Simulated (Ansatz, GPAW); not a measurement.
Given: the input of a run of Ansatz 0.2.0 on SnSe. Measurements of this composition are mostly on another form, of space group No. 62.

The input input.yaml:

```yaml
crystal:
  lattice:
    - [0.0, 3.01, 3.01]
    - [3.01, 0.0, 3.01]
    - [3.01, 3.01, 0.0]
  atoms:
    - { symbol: Sn, position: [0.0, 0.0, 0.0] }
    - { symbol: Se, position: [0.5, 0.5, 0.5] }
kpoints:
  mp_grid: { grid: [8, 8, 8] }
scf:
  occupations: { method: gaussian, width: 0.1 }
hamiltonian:
  xc: pbesol
  pseudopotentials: { kind: all_electron, lapw: { basis_error: 0.001 } }
output:
  forces: true
  stress: true
  eigenvalues: true
```

Potentials or basis: all-electron LAPW, scalar-relativistic.

Launch:

```console
$ ansatz run input.yaml --threads 1 --pin off --max-ram 3072MiB --backend cpu --events-out ev --progress --plain --runs-dir out
```

**Question.** What does the same run look like in GPAW 26.7.0 (ASE script)? Potentials or basis there: PAW data sets generated for this functional, cutoff 600 eV.

**Answer.** As run (cutoffs and basis follow the program's own potentials, and thresholds, step limits or extra output files can differ):

run.py

```python
from ase.dft.bandgap import bandgap
from ase.io import read, write
from ase.units import GPa
from gpaw import GPAW, PW, setup_paths

setup_paths.insert(0, '.')

atoms = read('SnSe.xyz')

calc = GPAW(mode=PW(600),
            xc='PBEsol',
            kpts={'size': (8, 8, 8), 'gamma': True},
            occupations={'name': 'methfessel-paxton', 'order': 0, 'width': 0.1},
            nbands=19,
            convergence={'density': 1e-05, 'energy': 1e-05},
            maxiter=150,
            txt='gpaw.txt')
atoms.calc = calc
energy = atoms.get_potential_energy()
forces = atoms.get_forces()
stress = atoms.get_stress()
calc.write('gs.gpw')
write('result.traj', atoms)
print(f'Energy: {energy:.6f} eV')
print('Forces (eV/A):')
print(forces.round(4))
print('Stress (GPa):', (stress / GPa).round(3))
print('Fermi level:', round(calc.get_fermi_level(), 4), 'eV')
print(f'Gap: {bandgap(calc)[0]:.4f} eV, direct: {bandgap(calc, direct=True)[0]:.4f} eV')
```

Contents of SnSe.xyz:

```xyz
2
Lattice="0.0000000000 3.0100000000 3.0100000000 3.0100000000 0.0000000000 3.0100000000 3.0100000000 3.0100000000 0.0000000000" Properties=species:S:1:pos:R:3 pbc="T T T"
Sn     0.0000000000      0.0000000000      0.0000000000
Se     3.0100000000      3.0100000000      3.0100000000
```

Potentials or basis: PAW data sets generated in the run's folder for this functional, pw.

Command:

```console
$ gpaw-setup -f PBEsol Se Sn
$ OMP_NUM_THREADS=1 python run.py
```

Both were run:

|  | Ansatz | GPAW |
| --- | --- | --- |
| Pressure | -1.9 GPa | -2.1 GPa |

Where Ansatz's input types no cutoff or centring, it takes its own default and a Γ-centred mesh.

Pressure is positive in compression.
